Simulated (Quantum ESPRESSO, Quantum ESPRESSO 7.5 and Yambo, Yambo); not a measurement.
**KBr (Fm-3m): G0W0 with and without spin-orbit coupling**

Is the spin-orbit change of the gap of KBr (Fm-3m) the same in DFT and in GW?

Main program and level: Quantum ESPRESSO 7.5 and Yambo 5.3.0; PBE and many-body steps on it, plane waves.

### 1. The structure

The structure is cubic, space group Fm-3m (No. 225). Conventional cell: a = 6.600 Å, b = 6.600 Å, c = 6.600 Å, α = 90.00°, β = 90.00°, γ = 90.00°. Nearest to K lie 6 Br at 3.30 Å. Nearest to Br lie 6 K at 3.30 Å. Farther neighbours and most contacts between anions are not listed.

The cell and positions come from the Crystallography Open Database and are kept as given unless a step says otherwise.

### 2. Empty states on the mesh, 4×4×4 mesh, 135 bands

This step: Quantum ESPRESSO 7.5; DFT, PBE, plane waves, norm-conserving pseudopotentials.

The sums over transitions need many empty states on a uniform mesh; this step solves for them.

pw.in

```
&control
  calculation = 'nscf'
  prefix = 'x'
  outdir = 'o'
  pseudo_dir = 'pseudo'
/
&system
  ibrav = 0
  nat = 2
  ntyp = 2
  ecutwfc = 76.0
  nbnd = 135
  force_symmorphic = .true.
/
&electrons
  conv_thr = 1e-9
  electron_maxstep = 80
  diago_full_acc = .true.
  diago_thr_init = 5e-6
/
ATOMIC_SPECIES
  K 39.098 K.upf
  Br 79.904 Br.upf
CELL_PARAMETERS angstrom
  0.0000000000 3.3000000000 3.3000000000
  3.3000000000 0.0000000000 3.3000000000
  3.3000000000 3.3000000000 0.0000000000
ATOMIC_POSITIONS crystal
  K 0.0000000000 0.0000000000 0.0000000000
  Br 0.5000000000 0.5000000000 0.5000000000
K_POINTS automatic
  4 4 4 0 0 0
```

On the command line:

```bash
$ OMP_NUM_THREADS=1 mpirun -n 4 pw.x -nk 4 -in pw.in > pw.out
```

The log of the run:

```text
Program PWSCF v.7.5 starts

     This program is part of the open-source Quantum ESPRESSO suite
     for quantum simulation of materials; please cite
         "P. Giannozzi et al., J. Phys.:Condens. Matter 21 395502 (2009);
         "P. Giannozzi et al., J. Phys.:Condens. Matter 29 465901 (2017);
         "P. Giannozzi et al., J. Chem. Phys. 152 154105 (2020);
     in publications or presentations arising from this work. More details at

     Atomic positions and unit cell read from directory:
     o/x.save/

     Message from routine setup:
[...]
49.7594  49.8528  49.8542  50.7015  50.9991  50.9991  53.6334  54.8009
     [... 5 further rows ...]
    74.5441  74.5441  74.5728  75.2223  75.3686  76.9947  77.7740  77.8016
    77.8016  79.3904  79.3904  79.9092  79.9092  81.1702  81.1702

          k = 0.3536 0.0000 0.0000 (  5425 PWs)   bands (ev):

     [... further k-points ...]

     highest occupied, lowest unoccupied level (ev):     2.0853    6.5214

     XML data file, pseudopotentials, collected wavefunctions

=------------------------------------------------------------------------------=
   JOB DONE.
=------------------------------------------------------------------------------=
```

The job ended after 15 s (4 MPI ranks of Arm Neoverse V1, shared host; peak memory 0.46 GiB).

Numbers from this step:

| Item | Value |
| --- | --- |
| gap | 4.436 eV |
| k of the valence top | 0, 0, 0 |
| k of the conduction bottom | 0, 0, 0 |
| least direct gap | 4.436 eV |
| k points computed | 8 |
| lowest point of the top converged band, above the valence top | 76.3529 eV |

On this mesh the gap is 4.436 eV.

The density comes from a self-consistent run that is not shown.

### 3. Conversion and set-up

This step: Yambo 5.3.0; conversion and set-up on PBE, plane waves, norm-conserving pseudopotentials.

The states are converted to the many-body program's format and the q mesh is built.

On the command line:

```bash
$ (cd o/x.save; p2y > p2y.log; mv SAVE ../..); yambo > setup.log
```

The log of the run:

```text
 Yambo, version 5.3.0

 [02] CORE Variables Setup
 =========================

  [02.01] Unit cells
  ==================

  Cell kind             :  FCC
  Atoms in the cell     :  K  Br
  number of K  atoms    :  1
  number of Br atoms    :  1

  List of atomic masses
  Mass of K     :  39.09800
  Mass of Br    :  79.90400

  List of atomic coordinates    : [cc]
  K1       :  0.000000  0.000000  0.000000  order 1
  Br1       :  6.236096  6.236096  6.236096  order 2

  Alat factors          :  6.236096  6.236096  6.236096 [a.u.]
  Direct lattice volume :  485.0298 [a.u.]
[...]
==========================================

 IBZ Q-points                                      :   8
 BZ  Q-points                                      :   64

 K/Q-points units:
 rlu = crystal or reduced units; cc = cartesian coordinates; iku = interal k-units

 Q [1]          [rlu]:  0.000000  0.000000  0.000000
 Q [2]          [rlu]: -0.15345E-16  0.40166E-16  0.25000
 Q [3]          [rlu]:  0.30690E-16 -0.80332E-16 -0.50000
[...]
Q [7]          [rlu]:  0.92343E-17 -0.50000     -0.50000
 Q [8]          [rlu]:  0.250000 -0.500000 -0.250000

  [03.01] X indexes
  =================

   [03.01.01] Sigma indexes
   ========================

 [06] Game Over & Game summary
```

Wall time 3.1 s (1 MPI rank); peak memory 0.25 GiB.

### 4. Scalar-relativistic

Now the one-shot GW correction: screening in the RPA, then the self-energy of the levels asked for.

This step: G0W0 on PBE, plane waves, norm-conserving pseudopotentials.

gw1.in

```
HF_and_locXC
gw0
dyson
ppa
em1d
rim_cut
RandQpts= 1000000
RandGvec= 1 RL
EXXRLvcs= 76 Ry
VXCRLvcs= 304 Ry
Chimod= "HARTREE"
% BndsRnXp
 1 | 135 |
%
NGsBlkXp= 11.5 Ry
% LongDrXp
 1 | 1 | 1 |
%
% GbndRnge
 1 | 135 |
%
DysSolver= "n"
ExtendOut
PPAPntXp= 27.21138 eV
% QPkrange
 1 | 1 | 12 | 15 |
%
```

On the command line:

```bash
$ OMP_NUM_THREADS=1 mpirun -n 4 yambo -F gw1.in -J gw1 -C gw1 > gw1.log
```

The log of the run:

```text
 Yambo, version 5.3.0

 [02] CORE Variables Setup
 =========================

  [... cell, symmetries and grids as in the set-up ...]

  [02.05] Energies & Occupations
  ==============================

  [X] === General ===
  [X] Electronic Temperature                        :  0.000000  0.000000 [eV K]
  [X] Bosonic    Temperature                        :  0.000000  0.000000 [eV K]
  [X] Finite Temperature mode                       : no
  [X] El. density                                   :  0.36174E+24 [cm-3]
  [X] Fermi Level                                   :  2.085286 [eV]

  [X] === Gaps and Widths ===
  [X] Conduction Band Min                           :  4.436154 [eV]
  [X] Valence Band Max                              :  0.000000 [eV]
  [X] Filled Bands                                  :  13
  [X] Empty Bands                                   :   14  135
  [X] Direct Gap                                    :  4.436154 [eV]
  [X] Direct Gap localized at k                     :  1
  [X] Indirect Gap                                  :  4.436154 [eV]
  [X] Indirect Gap between kpts                     :  1  1
  [X] Last valence band width                       :  0.536069 [eV]
  [X] 1st conduction band width                     :  2.953841 [eV]

 [03] Transferred momenta grid and indexing
 ==========================================

 IBZ Q-points                                      :   8
 BZ  Q-points                                      :   64

 K/Q-points units:
 rlu = crystal or reduced units; cc = cartesian coordinates; iku = interal k-units

 Q [1]          [rlu]:  0.000000  0.000000  0.000000
 Q [2]          [rlu]: -0.15345E-16  0.40166E-16  0.25000
 Q [3]          [rlu]:  0.30690E-16 -0.80332E-16 -0.50000
 Q [4]          [rlu]: -0.46171E-17  0.25000      0.25000
 Q [5]          [rlu]: -0.20915E-17  0.25000      0.50000
 Q [6]          [rlu]: -0.24821E-16  0.25000     -0.25000
 Q [7]          [rlu]:  0.92343E-17 -0.50000     -0.50000
 Q [8]          [rlu]:  0.250000 -0.500000 -0.250000

 [04] Coloumb potential Random Integration (RIM)
 ===============================================

  [04.01] RIM initialization
  ==========================

  * Diagonal components only detected *

  8 x (sBL volume)        :  0.063927 [a.u.]
  sBZ random points       :  1000000
  Points outside the sBZ  :   7968281
  RL volume               :  0.511412 [a.u.]
  Integrated volume       :  0.513448 [a.u.]

  [04.02] RIM integrals
  =====================

  Gamma point sphere radius             :  0.072529 [a.u.]
  Points outside the sphere             :   800476
  [Int_sBZ(q=0) 1/q^2]*(Vol_sBZ)^(-1/3) =:  7.776341
                                 should be <:  7.795600

  Summary of Coulomb integrals for non-metallic bands |Q|[au] RIM/Bare

  Q [1] 0.100000E-4 0.997530 * Q [2] 0.218141 1.068480
  Q [4] 0.251888 1.066792 * Q [6] 0.356223 1.029814
  Q [5] 0.417709 1.022655 * Q [3] 0.436282 1.020683
  Q [7] 0.503776 1.017590 * Q [8] 0.563238 1.014367

 [05] Dipoles
 ============

  [05.01] Setup: observables and procedures
  =========================================

 [06] Dynamic Dielectric Matrix (PPA)
 ====================================

 [WR./gw1//ndb.pp]---------------------------------------------------------------
  Brillouin Zone Q/K grids (IBZ/BZ)                :    8   64    8   64
  RL vectors                                       :   6567 [WF]
  Coulomb cutoff potential                         : none
  Electronic Temperature                           :  0.000000 [K]
  Bosonic    Temperature                           :  0.000000 [K]
  PPA    diel. fun.  energies                      : Perdew, Burke & Ernzerhof(X)+Perdew, Burke & Ernzerhof(C)
  wavefunctions                                    : Perdew, Burke & Ernzerhof(X)+Perdew, Burke & Ernzerhof(C)
  Global Gauge                                     : length
  X matrix size                                    :   339
  X band range                                     :    1  135
  X e/h energy range                               : -1.000000 -1.000000 [eV]
  X Time ordering                                  : R
  X Hxc Kernel                                     : HARTREE
  X Drude frequency                                :  0.000000  0.000000
  X poles                                          :  100.0000 [o/o]
  RL vectors in the sum                            :   6567
  [r,Vnl] included                                 : yes
  Field direction                                  :  0.577350E-5  0.577350E-5  0.577350E-5
  BZ energy Double Grid                            : no
  BZ energy DbGd points                            : 0
  BZ Q point size factor                           : -1.000000
  X Optical Averaged directions                    : none

 [07] Local Exchange-Correlation + Non-Local Fock
 ================================================

 [VXC] Plane waves :   43599
 [EXS] Plane waves :   5577

 QP @ state[ 1 ] K range:  1  1
 QP @ state[ 1 ] b range:  12  15

 [xc] Functional : Perdew, Burke & Ernzerhof(X)+Perdew, Burke & Ernzerhof(C)
 [xc] LIBXC used to calculate xc functional
  PP Number of Atomic Species                      :  2
  NLCC RL compoments                               :   43599
  PP Number of Atomic Species                      :  2
  NLCC RL compoments                               :   43599

 [xc] E_xc :  -16.87313 [Ha]
      E_xc :  -33.74626 [Ry]

  Local XC kind (lXC) : Perdew, Burke & Ernzerhof(X)+Perdew, Burke & Ernzerhof(C)
  Non-Local XC kind (nlXC) : Hartree-Fock

  Corrections @ K [1] :  [eV]
 <12|nlXC|12> = -19.54495 -0.12544E-16 <12|lXC|12> = -14.35201 -0.23602E-16
 <13|nlXC|13> = -19.54506 -0.11455E-16 <13|lXC|13> = -14.35201  0.000000
 <14|nlXC|14> = -3.946254  0.22269E-18 <14|lXC|14> = -7.314516 -0.23602E-16
 <15|nlXC|15> = -3.767271 -0.85379E-18 <15|lXC|15> = -8.482834 -0.94408E-16

 [08] Dyson equation: Newton solver
 ==================================

  [08.01] G0W0 (W PPA)
  ====================

  [  GW  ] Bands range     :    1  135
  [GW/PPA] G damping       :  0.100000 [eV]

  QP @ state[ 1 ] K range:  1  1
  QP @ state[ 1 ] b range:  12  15

   Sc/G bands                                       :    1  135
   Sc/G damping                                     :  0.100000 ev
   Sc bands terminator                              : no
   Sx RL components                                 :   5577

   QP @ state[ 1 ] K range                          :  1  1
   QP @ state[ 1 ] b range                          :  12  15
   GF energies kind                                 : Perdew, Burke & Ernzerhof(X)+Perdew, Burke & Ernzerhof(C)
   GF WF`s kind                                     : Perdew, Burke & Ernzerhof(X)+Perdew, Burke & Ernzerhof(C)
   Xs energies kind                                 : Perdew, Burke & Ernzerhof(X)+Perdew, Burke & Ernzerhof(C)
   Xs WF`s kind                                     : Perdew, Burke & Ernzerhof(X)+Perdew, Burke & Ernzerhof(C)

 [11] Game Over & Game summary
```

Run time: 2.4 min. Hardware: 4 MPI ranks; peak memory 1.8 GiB; 9.6 min of CPU time.

Numbers from this step:

```
G0W0 gap on the points computed              : 7.673 eV
starting gap on the mesh                     : 4.436 eV
k of the valence top                         : 0, 0, 0
k of the conduction bottom                   : 0, 0, 0
least direct G0W0 gap on the computed points : 7.673 eV
Z at the valence top                         : 0.8288
Z at the conduction bottom                   : 0.8739
```

The gap on the mesh goes from 4.44 eV to 7.67 eV, a correction of +3.24 eV.

### 5. Empty states on the mesh, 4×4×4 mesh, 270 bands

This step: Quantum ESPRESSO 7.5; DFT, PBE with spin-orbit coupling, plane waves, norm-conserving pseudopotentials.

Edit pw.in of step 2 so:

```diff
@@ -11,4 +11,6 @@
   ecutwfc = 76.0
-  nbnd = 135
+  nbnd = 270
   force_symmorphic = .true.
+  noncolin = .true.
+  lspinorb = .true.
 /
```

On the command line:

```bash
$ OMP_NUM_THREADS=1 mpirun -n 4 pw.x -nk 4 -in pw.in > pw.out
```

The log of the run:

```text
[banner, memory and clock lines left out]
Program PWSCF v.7.5 starts

     Atomic positions and unit cell read from directory:
     o/x.save/

     Message from routine setup:
     using ibrav=0 with symmetry is DISCOURAGED, use correct ibrav instead

     G-vector sticks info

     bravais-lattice index     =            0
     lattice parameter (alat)  =       8.8192  a.u.
     unit-cell volume          =     485.0298 (a.u.)^3
     number of atoms/cell      =            2
     number of atomic types    =            2
     number of electrons       =        26.00
[...]
[... 22 further rows ...]
[...]
79.4205  79.4205  79.5288  79.5288  79.5434  79.5434

          k =-0.3536-0.3536 0.3536 (  5444 PWs)   bands (ev):

[...]
27.0002  27.0002  27.6481  27.6481  27.6973  27.6973  29.1596  29.1596
     [... 22 further rows ...]
    77.8184  77.8184  79.3833  79.3833  79.3985  79.3985  79.9022  79.9022
    79.9154  79.9154  81.1446  81.1447  81.1932  81.1932

          k = 0.3536 0.0000 0.0000 (  5425 PWs)   bands (ev):

     [... further k-points ...]

     highest occupied, lowest unoccupied level (ev):     2.2484    6.5234

     XML data file, pseudopotentials, collected wavefunctions
```

Elapsed: 87 s, on 4 MPI ranks; peak memory 1.2 GiB; 5.8 min of CPU time.

This step gave:

```yaml
gap: 4.275 eV
k_of_the_valence_top: 0, 0, 0
k_of_the_conduction_bottom: 0, 0, 0
least_direct_gap: 4.275 eV
k_points_computed: 8
lowest_point_of_the_top_converged_band_above_the_valence_top: 76.1895 eV
```

On this mesh the gap is 4.275 eV.

The density comes from a self-consistent run that is not shown, made with spin-orbit coupling and fully relativistic files.

(Part 1 of 2 ends here.)

[Paths, hosts, dates, memory and timing lines, banners, echoed tables and standing remarks are left out of the program output.]

[Logs are printed without paths, hosts, clocks, repeated set-up lines and the standing remarks that a program may print on its own settings, such as how far it seeks lower states.]

[Runs of the session that timed out or met a known fault of the program may be left out.]

[Hosts, paths, dates, database ids (printed as entryN), source tags and the programs' standing remarks are cut or masked in the printed files.]
